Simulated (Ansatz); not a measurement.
The system is C.

```
C
1.0
     0.00000    1.78337    1.78337
     1.78337    0.00000    1.78337
     1.78337    1.78337    0.00000
C
2
Direct
  0.75000 0.75000 0.75000
  0.50000 0.50000 0.50000
```

This isn't the form of C at room conditions, which is graphite.

Program: Ansatz 0.2.0. Alike in all runs: task band structure; potentials or basis Ansatz PAW; no spin polarisation; cell as given; k mesh 13 × 13 × 13; smearing fermi-dirac 0.05 eV.

Problem. Order these runs on this cell by their pressure, lowest first.
A. level LDA; cutoff (eV) 420
B. level r2SCAN; cutoff (eV) 500
C. level PBE; cutoff (eV) 420

Solution. A (-13.1 GPa), B (-2.4 GPa), C (1.8 GPa).

Caveats: the PAW data sets come from PBE, with cores solved anew for the run's functional, which leaves a small shift of forces and pressure (some runs).
